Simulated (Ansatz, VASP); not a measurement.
## InP in VASP and in Ansatz

File INCAR:

```
SYSTEM = InP
ALGO     = Normal         ! electronic algorithm
EDIFF    = 1E-6           ! SCF threshold, eV
ENCUT    = 520            ! plane-wave cutoff, eV
GGA      = PS             ! functional
ISIF     = 2              ! what is computed and relaxed
ISMEAR   = 0              ! smearing method
LASPH    = .True.         ! aspherical terms in the spheres
LCHARG   = .False.        ! write CHGCAR
LREAL    = .False.        ! projectors in reciprocal space
LWAVE    = .False.        ! write WAVECAR
NBANDS   = 16             ! bands
NELM     = 100            ! most SCF steps
PREC     = Accurate       ! precision mode
SIGMA    = 0.01           ! smearing width, eV
```

File KPOINTS:

```
k-points
0
Gamma
  6 6 6
  0 0 0
```

POSCAR

```
InP
1.0
    0.0000000000      2.9392392491      2.9392392491
    2.9392392491      0.0000000000      2.9392392491
    2.9392392491      2.9392392491      0.0000000000
In P
1 1
Direct
    0.0000000000      0.0000000000      0.0000000000
    0.7500000000      0.7500000000      0.7500000000
```

Input for Ansatz:

```yaml
crystal:
  lattice:
    - [0.0, 2.93923924913, 2.93923924913]
    - [2.93923924913, 0.0, 2.93923924913]
    - [2.93923924913, 2.93923924913, 0.0]
  atoms:
    - { symbol: In, position: [0.0, 0.0, 0.0] }
    - { symbol: P, position: [0.75, 0.75, 0.75] }
kpoints:
  mp_grid: { grid: [6, 6, 6] }
scf:
  occupations: { method: fixed }
hamiltonian:
  xc: pbesol
  pseudopotentials: { kind: all_electron, lapw: { basis_error: 0.001 } }
output:
  forces: true
  stress: true
  eigenvalues: true
  eigenstates:
    nscf_kmesh: { grid: [12, 12, 12] }
    de_dk: true
    e_range: [-9, 10.56888629933]
  optics:
    e_range: [0, 30]
    de: 0.2
    sigma: 0.1
    bands: { spectra_wanted_up_to: 30 }
    nscf_kmesh: { grid: [12, 12, 12] }
checkpoint:
  write: ck
  write_wavefunctions: false
```

Alike in both runs: task single point; functional PBEsol; k mesh 6 × 6 × 6; no spin polarisation.

|  | VASP | Ansatz |
| --- | --- | --- |
| version | VASP 6.6.1 | Ansatz 0.2.0 |
| potentials or method | VASP PAW PBE potentials, release 64 (In_d, P) | all-electron LAPW, scalar-relativistic |
| plane-wave cutoff (eV) | 520 | see its input |
| occupations | gaussian, width 0.01 eV | fixed |

|  | VASP | Ansatz | Ansatz less VASP |
| --- | --- | --- | --- |
| gap on the k mesh at the Fermi level (eV) | 0.56 | 0.56 | 0.000 |
| pressure (GPa) | 0.0 | 0.0 | +0.02 |

Ansatz ran all-electron here, so the differences hold the error of VASP's frozen core and of both bases.

Caveats: the PAW data sets were made with another functional, which shifts forces and pressure a little (VASP); spin-orbit coupling is left out, which moves the levels of the heavy elements. A hybrid or GW would open this gap; PBEsol tends to underestimate it.
